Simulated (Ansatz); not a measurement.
The system is Br.

```
Br
1.0
     3.36325   -2.32255    0.00000
     3.36325    2.32255    0.00000
     0.00000    0.00000    8.70230
Br
4
Cartesian
  3.3632 0.6266 3.3948
  3.3632 1.6959 7.7459
  3.3632 -0.6266 5.3075
  3.3632 -1.6959 0.9564
```

Base run:

| Quantity | Value |
| --- | --- |
| Program | Ansatz 0.2.0 |
| Functional | PBEsol |
| Potentials or basis | Ansatz PAW |
| Cutoff | 420 eV |
| Density cutoff | 1680 eV |
| k mesh | 7 × 7 × 3 |
| Occupations | fermi-dirac, width 0.05 eV |
| Spin | no spin polarisation |

Its results: band gap on the k mesh 1.84 eV, indirect (least direct gap 1.86 eV); pressure 0.1 GPa; largest force 0.722 eV/Å.

Task: The run is repeated on the same cell with these changes: functional from PBEsol to BLYP. What comes out?

Result: Band gap on the k mesh 1.88 eV, indirect (least direct gap 1.90 eV); pressure 3.7 GPa; largest force 1.266 eV/Å.

BLYP binds less tightly than PBEsol, so the same cell stands under more pressure.

Caveats: the PAW data sets come from PBE, with cores solved anew for the run's functional, which leaves a small shift of forces and pressure; the potentials were made for another functional, which shifts forces and pressure (some runs); the k mesh misses the band edges, so the gap on the mesh is wider than the one along the path (some runs).

Not every run made on this cell is shown here.
